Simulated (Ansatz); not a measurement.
# Relaxing W

These are results of DFT r2SCAN, scalar-relativistic, plane waves, PAW (Ansatz), not measurements. (500 eV cutoff, 16×16×16 k-mesh, Gaussian smearing of 0.10 eV, no spin polarisation)

What was changed: uniaxial strain along a, with b, c and atoms relaxed: -1.0 %.

Spin–orbit coupling is left out, which can shift energies with elements as heavy as these.

Command:

```bash
ansatz run input.yaml --threads 1 --pin off --max-ram 2560MiB --backend cpu --events-out ev --progress --plain --runs-dir out
```

Input:

```yaml
crystal:
  lattice:
    - [3.1367170597, 0.0, 0.0]
    - [0.0, 3.1763220731, 0.0]
    - [0.0, 0.0, 3.1763220731]
  atoms:
    - { symbol: W, position: [0.0, 0.0, 0.0] }
    - { symbol: W, position: [0.5, 0.5, 0.5] }
basis:
  ecutwfc: 500
kpoints:
  mp_grid: { grid: [16, 16, 16] }
hamiltonian:
  xc: r2scan
scf:
  occupations: { method: gaussian, width: 0.1 }
output:
  forces: true
  stress: true
  eigenvalues: true
relax:
  adjacent_minimum: "off"
  f_tol: 0.008
  max_steps: 40
  cell: { stress_tol: 0.015, fix: [a, angles] }
```

F is the free energy. Steps run on the plane waves of an earlier cell, but the last one, and at times one on the way, on a freshly chosen basis, so a repeated geometry can differ a little in energy. The held parts of the cell keep their stress, so P needn't end at zero.

Steps:

```csv
step,F − F(1) (eV),largest force component (eV/Å),V (Å³/atom),P (GPa)
1,0.0000,0.000,15.823,1.81
2,0.0007,0.000,15.913,0.00
3,-0.0001,0.000,15.846,1.35
4,-0.0001,0.000,15.846,1.35
```

Relaxed structure:

```yaml
crystal:
  lattice:
    - [3.13672, 0.00000, 0.00000]
    - [0.00000, 3.17861, 0.00000]
    - [0.00000, 0.00000, 3.17861]
  atoms:
    - { symbol: W, position: [0.00000, 0.00000, 0.00000] }
    - { symbol: W, position: [0.50000, 0.50000, 0.50000] }
```

The structure is tetragonal, space group I4/mmm (No. 139). Conventional cell: a = 3.179 Å, b = 3.179 Å, c = 3.137 Å, α = 90.00°, β = 90.00°, γ = 90.00°. Around W (site symmetry 4/mmm) lie 14 W at 2.74 to 3.18 Å.

The run converged. The run took 87 s on 1 thread of Arm Neoverse V2, on a shared host, peak memory 0.57 GiB.